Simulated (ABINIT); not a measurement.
Crystal: MoSe2.

```
Mo Se
1.0
     3.28800    0.00000    0.00000
    -1.64400    2.84749    0.00000
     0.00000    0.00000   12.90000
Mo Se
2 4
Cartesian
  1.6440 0.9492 9.6750
  0.0000 1.8983 3.2250
  1.6440 0.9492 4.8375
  0.0000 1.8983 11.2875
  1.6440 0.9492 1.6125
  0.0000 1.8983 8.0625
```

Base run:

- Program: ABINIT 10.8.3 (patched build)
- Functional: LDA
- Potentials or basis: JTH PAW LDA v2.0
- Cutoff: 408 eV
- k mesh: 12 × 12 × 3
- Occupations: fermi-dirac, width 0.05 eV
- Spin: no spin polarisation

Its results: band gap on the k mesh 0.82 eV, indirect (least direct gap 1.38 eV); pressure 0.8 GPa; largest force 0.614 eV/Å.

The run is repeated on the same cell with these changes: k mesh from 12 × 12 × 3 to 7 × 7 × 2. What comes out?

Band gap on the k mesh 0.97 eV, indirect (least direct gap 1.76 eV); pressure 0.8 GPa; largest force 0.614 eV/Å.

Caveats: an odd mesh through Γ misses points on the zone boundary, where band edges often lie; the cell's inner coordinates are idealised or old, which leaves forces on the atoms.
